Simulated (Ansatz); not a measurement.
Here is an Ansatz 0.2.0 calculation.

Contents of input.yaml:

```yaml
crystal:
  lattice:
    - [6.107, -1.51855, 0.0]
    - [6.107, 1.51855, 0.0]
    - [-1.3859888959, 0.0, 5.630008738]
  atoms:
    - { symbol: Ga, position: [0.34134, 0.34134, 0.68598] }
    - { symbol: Ga, position: [0.65866, 0.65866, 0.31402] }
    - { symbol: Ga, position: [0.9095, 0.9095, 0.2054] }
    - { symbol: Ga, position: [0.0905, 0.0905, 0.7946] }
    - { symbol: O, position: [0.5041, 0.5041, 0.7434] }
    - { symbol: O, position: [0.4959, 0.4959, 0.2566] }
    - { symbol: O, position: [0.8267, 0.8267, 0.4368] }
    - { symbol: O, position: [0.1733, 0.1733, 0.5632] }
    - { symbol: O, position: [0.8355, 0.8355, 0.8902] }
    - { symbol: O, position: [0.1645, 0.1645, 0.1098] }
hamiltonian:
  xc: pbe
  pseudopotentials: { kind: paw }
kpoints:
  mp_grid: { grid: [3, 3, 2] }
scf:
  occupations: { method: fermi_dirac, width: 0.05 }
output:
  forces: true
  stress: true
  eigenvalues: true
```

Potentials or basis: Ansatz PAW.

Command:

```sh
$ ansatz run input.yaml --threads 4 --pin off --max-ram 11264MiB --backend cpu --events-out ev --progress --plain --runs-dir out
```

Problem. What does it give for the band gap on the k mesh?

Solution. 2.45 eV, direct.

Problem. Estimate the pressure.

Solution. 9.6 GPa.

Problem. Estimate the largest force.

Solution. 0.213 eV/Å.

Forces on the atoms (eV/Å):
```
Ga   0.018  0.000 -0.062
Ga  -0.018  0.000  0.062
Ga  -0.115  0.000 -0.073
Ga   0.115  0.000  0.073
O   -0.174  0.000 -0.047
O    0.174  0.000  0.047
O    0.002  0.000  0.027
O   -0.002  0.000 -0.027
O   -0.189  0.000  0.098
O    0.189  0.000 -0.098
```

Caveat: the k mesh is coarse (spacing up to 0.71 Å⁻¹), so the values aren't converged; odd divisions of the mesh miss points on the zone boundary, where band edges often lie, so the gap on the mesh can be too wide; the pressure holds a Pulay correction of +0.8 GPa for the finite cutoff.
